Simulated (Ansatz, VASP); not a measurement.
Given: the input of a run of VASP 6.6.1 on SiC (Moissanite 3C).

The input INCAR:

```
SYSTEM = SiC
PREC     = Accurate       ! precision mode
ENCUT    = 520            ! plane-wave cutoff, eV
EDIFF    = 1E-6           ! SCF threshold, eV
ISMEAR   = -1             ! smearing method
SIGMA    = 0.05           ! smearing width, eV
LREAL    = .False.        ! projectors in reciprocal space
LASPH    = .True.         ! aspherical terms in the spheres
NELM     = 80             ! most SCF steps
ALGO     = Normal         ! electronic algorithm
ISIF     = 2              ! what is computed and relaxed
LWAVE    = .False.        ! write WAVECAR
LCHARG   = .True.         ! write CHGCAR
GGA      = PS             ! functional
LELF     = .True.         ! ELF
LVHAR    = .True.       
NBANDS   = 11             ! bands
```

KPOINTS

```
Automatic mesh
0
Gamma
  10 10 10
  0 0 0
```

POSCAR

```
SiC
1.0
    0.0000000000      2.1643753983      2.1643753983
    2.1643753983      0.0000000000      2.1643753983
    2.1643753983      2.1643753983      0.0000000000
Si C
1 1
Direct
    0.0000000000      0.0000000000      0.0000000000
    0.7500000000      0.7500000000      0.7500000000
```

Potentials or basis: VASP PAW PBE potentials, release 64 (Si, C).

Launch:

```sh
$ cat potpaw_PBE.64/Si/POTCAR potpaw_PBE.64/C/POTCAR > POTCAR
$ mpirun -np 1 vasp_std > vasp.out
```

**Question.** Set up the same calculation for Ansatz 0.2.0. Potentials there: Ansatz PAW.

**Answer.** As run (the cutoff follows the program's own potentials):

input.yaml

```yaml
crystal:
  lattice:
    - [0.0, 2.1643753983, 2.1643753983]
    - [2.1643753983, 0.0, 2.1643753983]
    - [2.1643753983, 2.1643753983, 0.0]
  atoms:
    - { symbol: Si, position: [0.0, 0.0, 0.0] }
    - { symbol: C, position: [0.75, 0.75, 0.75] }
hamiltonian:
  xc: pbesol
  pseudopotentials: { kind: paw }
kpoints:
  mp_grid: { grid: [10, 10, 10] }
scf:
  occupations: { method: fermi_dirac, width: 0.05 }
output:
  forces: true
  stress: true
  eigenvalues: true
```

Potentials or basis: Ansatz PAW.

Command:

```sh
$ ansatz run input.yaml --threads 1 --pin off --max-ram 3584MiB --backend cpu --events-out ev --progress --plain --runs-dir out
```

Both were run:

|  | VASP | Ansatz | Ansatz less VASP |
| --- | --- | --- | --- |
| gap on the k mesh at the Fermi level (eV) | 1.22 | 1.23 | +0.011 |
| least direct gap on the mesh (eV) | 4.46 | 4.47 | +0.010 |
| pressure (GPa) | 4.8 | 4.5 | -0.37 |

Caveats: the PAW data sets were made with another functional, which shifts forces and pressure a little (VASP); the pressure holds a Pulay correction of +0.3 GPa for the finite cutoff (Ansatz); the PAW data sets come from PBE, with cores solved anew for the run's functional, which leaves a small shift of forces and pressure (Ansatz). A k mesh can miss the band edges.
